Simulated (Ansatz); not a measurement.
Base system: LaAlO3 (space group R-3c, No. 167; a = 5.3670 Å, c = 13.1080 Å (hexagonal axes)).

All numbers come from r2SCAN (Ansatz, a program for electronic structure), spin-orbit coupling left out, earlier PAW set.

One change was made to it. Results:

The shortest interatomic distance decreases by 10.36 pm to 179.9 pm; the density rises by 1.11 g/cm³ (6.52 g/cm³ → 7.63 g/cm³).

**Question.** Which of these changes matches the shifts?
A. pressure 45 GPa
B. pressure 1.8 GPa
C. pressure 18 GPa
D. pressure −2 GPa
E. pressure 9 GPa

**Answer.** A, pressure 45 GPa. For comparison, the shortest interatomic distance in the other runs: pressure 9 GPa gives 187.3 pm; pressure 18 GPa gives 184.9 pm; pressure −2 GPa gives 191.0 pm; pressure 1.8 GPa gives 189.6 pm.

Load acts through the strain it causes; cell and atoms are relaxed under it. Whether these cells are dynamically stable was not tested. No other phases were tried under pressure.
